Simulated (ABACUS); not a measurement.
Crystal: SiO2.

```
Si O
1.0
     4.97559    0.00000    0.00000
     0.00000    4.97559    0.00000
     0.00000    0.00000    6.90089
Si O
4 8
Cartesian
  3.9966 3.9966 3.4504
  3.4668 1.5088 1.7252
  1.5088 3.4668 5.1757
  0.9790 0.9790 0.0000
  3.7902 0.5492 2.9815
  4.4263 1.1854 0.4690
  0.5492 3.7902 3.9194
  1.3024 1.9386 5.6446
  1.1854 4.4263 6.4319
  3.6732 3.0370 2.1942
  1.9386 1.3024 1.2562
  3.0370 3.6732 4.7067
```

The cell comes from a database or a generator and needn't be the stable form of this composition.

Base run:

* Program: ABACUS 3.10.1
* Functional: RPBE
* Potentials or basis: PseudoDojo NC SR 0.4.1 PBE standard
* Cutoff: 1361 eV
* Density cutoff: 5442 eV
* Basis: DZP LCAO (the cutoffs set its grid)
* k mesh: 6 × 6 × 4
* Occupations: fermi-dirac, width 0.05 eV
* Spin: no spin polarisation

Its results: band gap on the k mesh 6.53 eV, direct; pressure 9.4 GPa; largest force 0.778 eV/Å.

Task: The run is repeated on the same cell with these changes: dispersion from none to D3(BJ)+ABC. What comes out?

Result: Band gap on the k mesh 6.53 eV, direct; pressure 4.6 GPa; largest force 0.759 eV/Å.

Dispersion adds attraction, which lowers the pressure at fixed volume and, as a term added to the energy, leaves the levels alone.

Caveats: the atomic orbitals were generated for these runs and aren't a published set; the potentials were made for another functional, which shifts forces and pressure; the basis of atomic orbitals isn't converged, which shifts pressures, moduli and gaps.

A k mesh can miss the band edges.
